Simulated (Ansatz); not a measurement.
Sc: do energies and stresses tell the same story?

Theory: DFT PBE, scalar-relativistic, plane waves, PAW (Ansatz 0.2.0).

Cutoff 420 eV; k points 10×10×14 on the computed 3-atom cell (Γ-centred); Gaussian smearing, width 0.10 eV; no spin polarisation.

Relaxed cell: P6/mmm, a = 5.121 Å, b = 5.121 Å, c = 3.233 Å, α = 90.00°, β = 90.00°, γ = 120.00°, 3 atoms in the primitive cell. This form isn't the element's structure at ambient conditions.

Energies at zero smearing and pressures from the stress tensor, at volumes with shape and atoms relaxed:
```
V (Å³/atom) E − E(first) (meV/atom) P (GPa)
     21.541                     0.00     8.35
     22.275                   -32.27     5.84
     23.009                   -53.77     3.64
     23.744                   -65.79     1.70
     24.478                   -69.48     0.00
     25.213                   -65.84    -1.50
     25.947                   -55.77    -2.82
     26.926                   -33.66    -4.32
```

Q: Check P = −dE/dV between neighbouring volumes, and get the bulk modulus from the pressures alone.

A: With 1 eV/Å³ = 160.2 GPa:
| middle V (Å³/atom) | −ΔE/ΔV (GPa) | mean P (GPa) |
| --- | --- | --- |
| 21.908 | 7.042 | 7.096 |
| 22.642 | 4.691 | 4.742 |
| 23.377 | 2.623 | 2.671 |
| 24.111 | 0.804 | 0.850 |
| 24.845 | -0.794 | -0.751 |
| 25.580 | -2.198 | -2.158 |
| 26.436 | -3.617 | -3.568 |

The two differ by 0.05 GPa at most. The mean of two end pressures misses the average over a step by about ΔV² P″/12, up to 0.03 GPa here; with that taken off 0.03 GPa remains. The stress is the derivative of the free energy, not of the energy at zero smearing, and with free energies 0.00 GPa remains. Around V = 24.478 Å³/atom, the two neighbours give B = −V ΔP/ΔV = 24.478 × 3.20 / 1.469 = 53.4 GPa, against B0 = 53.2 GPa from the Birch–Murnaghan fit of the energies.